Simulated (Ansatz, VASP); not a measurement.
## One calculation of TiO2, two programs

The input POSCAR:

```
TiO2
1.0
    4.5318000000      0.0000000000      0.0000000000
    0.0000000000      5.5019000000      0.0000000000
    0.0000000000      0.0000000000      4.9063000000
Ti O
4 8
Direct
    0.0000000000      0.1758413100      0.2500000000
    0.5000000000      0.3241586900      0.7500000000
    0.0000000000      0.8241586900      0.7500000000
    0.5000000000      0.6758413100      0.2500000000
    0.2701522159      0.3823927898      0.4195101870
    0.2298477841      0.1176072102      0.9195101870
    0.7701522159      0.1176072102      0.5804898130
    0.7298477841      0.3823927898      0.0804898130
    0.7298477841      0.6176072102      0.5804898130
    0.7701522159      0.8823927898      0.0804898130
    0.2298477841      0.8823927898      0.4195101870
    0.2701522159      0.6176072102      0.9195101870
```

INCAR.step1

```
SYSTEM = TiO2
ALGO = Normal ; EDIFF = 1E-4
ENCUT = 520 ; GGA = PE
ISMEAR = -1 ; LASPH = .TRUE.
LCHARG = .FALSE. ; LREAL = .FALSE.
LWAVE = .TRUE. ; NBANDS = 60
NELM = 100 ; PREC = Accurate
SIGMA = 0.02
```

File INCAR.step2:

```
SYSTEM = TiO2
ALGO = Normal ; EDIFF = 1E-8
ENCUT = 520 ; ISIF = 2
ISMEAR = -1 ; ISTART = 1
LASPH = .TRUE. ; LCHARG = .FALSE.
LEFG = .TRUE. ; LMIXTAU = .TRUE.
LREAL = .FALSE. ; LWAVE = .FALSE.
METAGGA = R2SCAN ; NBANDS = 60
NELM = 100 ; PREC = Accurate
SIGMA = 0.02
```

File KPOINTS:

```
k-points
0
G
  5 4 4
  0 0 0
```

Input for Ansatz:

```yaml
crystal:
  lattice:
    - [4.5318, 0.0, 0.0]
    - [0.0, 5.5019, 0.0]
    - [0.0, 0.0, 4.9063]
  atoms:
    - { symbol: Ti, position: [0.0, 0.17584131, 0.25] }
    - { symbol: Ti, position: [0.5, 0.32415869, 0.75] }
    - { symbol: Ti, position: [0.0, 0.82415869, 0.75] }
    - { symbol: Ti, position: [0.5, 0.67584131, 0.25] }
    - { symbol: O, position: [0.2701522159, 0.3823927898, 0.419510187] }
    - { symbol: O, position: [0.2298477841, 0.1176072102, 0.919510187] }
    - { symbol: O, position: [0.7701522159, 0.1176072102, 0.580489813] }
    - { symbol: O, position: [0.7298477841, 0.3823927898, 0.080489813] }
    - { symbol: O, position: [0.7298477841, 0.6176072102, 0.580489813] }
    - { symbol: O, position: [0.7701522159, 0.8823927898, 0.080489813] }
    - { symbol: O, position: [0.2298477841, 0.8823927898, 0.419510187] }
    - { symbol: O, position: [0.2701522159, 0.6176072102, 0.919510187] }
kpoints:
  mp_grid: { grid: [5, 4, 4] }
scf:
  occupations: { method: fermi_dirac, width: 0.02 }
hamiltonian:
  xc: r2scan
  pseudopotentials: { kind: paw }
output:
  forces: true
  stress: true
  populations: true
  efg:
    quadrupole_moments_barn: { Ti: 0.247, O: -0.02558 }
    contact_densities: true
```

Alike in both runs: task electric field gradients; functional r2SCAN; k mesh 5 × 4 × 4; occupations fermi-dirac, width 0.02 eV; no spin polarisation.

```csv
,VASP,Ansatz
version,VASP 6.6.1,Ansatz 0.2.0
potentials or method,"VASP PAW PBE potentials, release 64 (Ti_sv, O)","plane-wave PAW, scalar-relativistic"
plane-wave cutoff (eV),520,500
valence electrons in the cell,96,96
```

|  | VASP | Ansatz | Ansatz less VASP |
| --- | --- | --- | --- |
| gap on the k mesh at the Fermi level (eV) | 3.06 | 3.04 | -0.015 |
| pressure (GPa) | 1.8 | 0.4 | -1.32 |
| largest component of the traceless stress (GPa) | 0.70 | 0.86 | +0.159 |
| rms of the force components (eV/Å) | 0.065 | 0.024 | -0.0413 |
| Vzz of the field gradient on the site that differs most (V/Å²) | -28.5 | -29.6 | -1.11 |

Atom by atom the forces differ by 0.051 eV/Å (rms over components). The functional is the same, so the differences come from potentials, cutoffs and numerics.

Caveats: the PAW data sets were made with another functional, which shifts forces and pressure a little (VASP); an odd mesh through Γ misses points on the zone boundary, where band edges often lie. r2SCAN opens gaps a little over a GGA but as a rule still falls short of measured ones.
